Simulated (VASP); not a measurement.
# C (Pm-3n) in VASP: notebook, part 2 of 2

VASP 6.6.1. The steps go on from the part before.

**3. Single point, PBEsol**

This run uses another cell than the first one, of 11.06 Å³/atom, 1.612 times its volume.

File INCAR:

```
PREC     = Accurate       # precision mode
ENCUT    = 520            # plane-wave cutoff, eV
EDIFF    = 1E-6           # SCF threshold, eV
ISMEAR   = 0              # smearing method
SIGMA    = 0.1            # smearing width, eV
LREAL    = False          # projectors in reciprocal space
LASPH    = True           # aspherical terms in the spheres
NELM     = 100            # most SCF steps
ALGO     = Fast           # electronic algorithm
ISIF     = 2              # what is computed and relaxed
LWAVE    = False          # write WAVECAR
LCHARG   = False          # write CHGCAR
GGA      = PS             # functional
NBANDS   = 26             # bands
```

File KPOINTS:

```
Automatic mesh
0
Gamma
  4 4 4
```

File POSCAR:

```
C
1.0
    4.4554321148      0.0000000000      0.0000000000
    0.0000000000      4.4554321148      0.0000000000
    0.0000000000      0.0000000000      4.4554321148
C
8
Direct
    0.5000000000      0.5000000000      0.5000000000
    0.0000000000      0.0000000000      0.0000000000
    0.2500000000      0.0000000000      0.5000000000
    0.5000000000      0.2500000000      0.0000000000
    0.5000000000      0.7500000000      0.0000000000
    0.7500000000      0.0000000000      0.5000000000
    0.0000000000      0.5000000000      0.7500000000
    0.0000000000      0.5000000000      0.2500000000
```

Potentials or basis: VASP PAW PBE potentials, release 64 (C).

Command:

```bash
> cat potpaw_PBE.64/C/POTCAR > POTCAR
> mpirun -np 1 vasp_std > vasp.out
```

OUTCAR:

```text
PREC = Accurate
   ENCUT = 520
   EDIFF = 1E-6
   ISMEAR = 0
   LREAL = False
   LASPH = True
   NELM = 100
   ISIF = 2
   GGA = PS

 ion  position               nearest neighbor table
   1  0.500  0.500  0.500-
   2  0.000  0.000  0.000-
   3  0.250  0.000  0.500-
   4  0.500  0.250  0.000-
   5  0.500  0.750  0.000-
   6  0.750  0.000  0.500-
   7  0.000  0.500  0.750-
   8  0.000  0.500  0.250-

  LATTYP: Found a simple cubic cell.
 ALAT       =     4.4554321148

  Lattice vectors:

 A1 = (   4.4554321148,   0.0000000000,   0.0000000000)
 A2 = (   0.0000000000,   4.4554321148,   0.0000000000)
 A3 = (   0.0000000000,   0.0000000000,   4.4554321148)

[... 172 lines left out ...]
  free energy    TOTEN  =       -36.56326761 eV

  energy without entropy =      -36.53535677  energy(sigma->0) =      -36.54931219

 E-fermi :   2.9415     XC(G=0): -10.9047

 val. band max:        2.8976510143   @ k =   0.0000   0.0000   0.0000
 cond. band min:       3.0199754055   @ k =   0.5000   0.5000   0.0000
 fundamental gap:      0.1223243911
 Fermi energy:         2.9414861191

 k-point     1 :       0.0000    0.0000    0.0000
  band No.  band energies     occupation
      1     -11.3571      2.00000
      2      -6.5730      2.00000
      3      -6.5730      2.00000
      4      -6.1934      2.00000
      5      -4.5140      2.00000
      6      -4.5140      2.00000
[... 279 lines left out ...]
     25       4.7014      0.00000
     26       5.4155      0.00000

------------------------ aborting loop because EDIFF is reached ----------------------------------------

  FORCE on cell =-STRESS in cart. coord.  units (eV):
  Direction    XX          YY          ZZ          XY          YZ          ZX
  --------------------------------------------------------------------------------------
  -------------------------------------------------------------------------------------
  Total      -17.7839090    -17.7839090    -17.7839090      0.0000000     -0.0000000     -0.0000000
  in kB     -322.1575522   -322.1575522   -322.1575522      0.0000000     -0.0000000     -0.0000000
  external PRESSURE =    -322.1575522 kB  Pullay stress =       0.0000000 kB

 VOLUME and BASIS-vectors are now :
 -----------------------------------------------------------------------------
  energy-cutoff  :      520.00
  volume of cell :       88.44
      direct lattice vectors                 reciprocal lattice vectors
     4.455432115  0.000000000  0.000000000     0.224445121  0.000000000  0.000000000
     0.000000000  4.455432115  0.000000000     0.000000000  0.224445121  0.000000000
     0.000000000  0.000000000  4.455432115     0.000000000  0.000000000  0.224445121

 POSITION                                       TOTAL-FORCE (eV/Angst)
 -----------------------------------------------------------------------------------
      2.22772      2.22772      2.22772         0.000000      0.000000      0.000000
      0.00000      0.00000      0.00000         0.000000      0.000000      0.000000
      1.11386      0.00000      2.22772        -0.000000      0.000000     -0.000000
      2.22772      1.11386      0.00000         0.000000      0.000000     -0.000000
      2.22772      3.34157      0.00000         0.000000     -0.000000      0.000000
      3.34157      0.00000      2.22772         0.000000     -0.000000     -0.000000
      0.00000      2.22772      3.34157         0.000000     -0.000000     -0.000000
      0.00000      2.22772      1.11386        -0.000000      0.000000      0.000000
 -----------------------------------------------------------------------------------
    total drift:                                0.000000      0.000000     -0.000000

  FREE ENERGIE OF THE ION-ELECTRON SYSTEM (eV)
  ---------------------------------------------------
  free  energy   TOTEN  =       -36.5632676144 eV

  energy  without entropy=      -36.5353567693  energy(sigma->0) =      -36.54931219
```

OSZICAR:

```text
N       E                     dE             d eps       ncg     rms          rms(c)
DAV:   1     0.612427061338E+02    0.61243E+02   -0.14387E+04   520   0.111E+03
DAV:   2    -0.299954691712E+02   -0.91238E+02   -0.82637E+02   632   0.173E+02
DAV:   3    -0.366656573285E+02   -0.66702E+01   -0.63369E+01   758   0.360E+01
DAV:   4    -0.367959531139E+02   -0.13030E+00   -0.12920E+00   702   0.579E+00
DAV:   5    -0.368027091304E+02   -0.67560E-02   -0.67461E-02   728   0.105E+00    0.297E+00
RMM:   6    -0.366181372477E+02    0.18457E+00   -0.18744E-01   542   0.190E+00    0.152E+00
RMM:   7    -0.365626609324E+02    0.55476E-01   -0.15818E-01   554   0.201E+00    0.313E-01
RMM:   8    -0.365627344975E+02   -0.73565E-04   -0.24470E-02   625   0.850E-01    0.173E-01
RMM:   9    -0.365631410340E+02   -0.40654E-03   -0.39727E-03   686   0.288E-01    0.478E-02
RMM:  10    -0.365632596602E+02   -0.11863E-03   -0.10208E-03   733   0.117E-01    0.226E-02
RMM:  11    -0.365632664691E+02   -0.68089E-05   -0.10276E-04   688   0.445E-02    0.117E-02
RMM:  12    -0.365632674633E+02   -0.99424E-06   -0.64819E-05   751   0.229E-02    0.461E-03
RMM:  13    -0.365632676144E+02   -0.15105E-06   -0.82869E-06   604   0.102E-02
   1 F= -.36563268E+02 E0= -.36549312E+02  d E =-.279108E-01
```

stdout:

```text
POSCAR found type information on POSCAR C
 POSCAR found :  1 types and       8 ions
 scaLAPACK will be used
 -----------------------------------------------------------------------------
|                                                                             |
|                                                                             |
|     You enforced a specific xc type in the INCAR file but a different       |
|     I HOPE YOU KNOW WHAT YOU ARE DOING!                                     |
|                                                                             |
 -----------------------------------------------------------------------------

 LDA part: xc-table for (Slater+PW92), standard interpolation
 POSCAR, INCAR and KPOINTS ok, starting setup
 FFT: planning ... GRIDC
 FFT: planning ... GRID_SOFT
 FFT: planning ... GRID
 WAVECAR not read
 entering main loop
```

It took 16 s on 1 thread of Intel Xeon Platinum 8559C (Emerald Rapids), shared host; peak memory 0.18 GiB.

Results:

```
Free energy            : -36.5633 eV
Pressure               : -32.2 GPa
Band gap on the k mesh : none (metal or under the smearing width)
```

Levels at points of the mesh, in eV from the Fermi level:
| k point | band 14 | band 15 | band 16 | band 17 | band 18 | band 19 |
| --- | --- | --- | --- | --- | --- | --- |
| (0.00, 0.00, 0.00) | -1.59 | -1.59 | -1.59 | -0.86 | -0.04 | -0.04 |
| (0.50, 0.00, 0.00) | -1.98 | -0.62 | -0.62 | 0.36 | 0.36 | 0.94 |
| (0.50, 0.50, 0.00) | -0.49 | 0.08 | 0.08 | 0.40 | 0.40 | 1.22 |
| (0.50, 0.50, 0.50) | -0.36 | 0.15 | 0.15 | 1.69 | 1.69 | 1.69 |

Caveat: a pressure of tens of GPa on the cell as given is suspect, and the run, the potentials or the cell itself is likely at fault; the PAW data sets were made with another functional, which shifts forces and pressure a little.
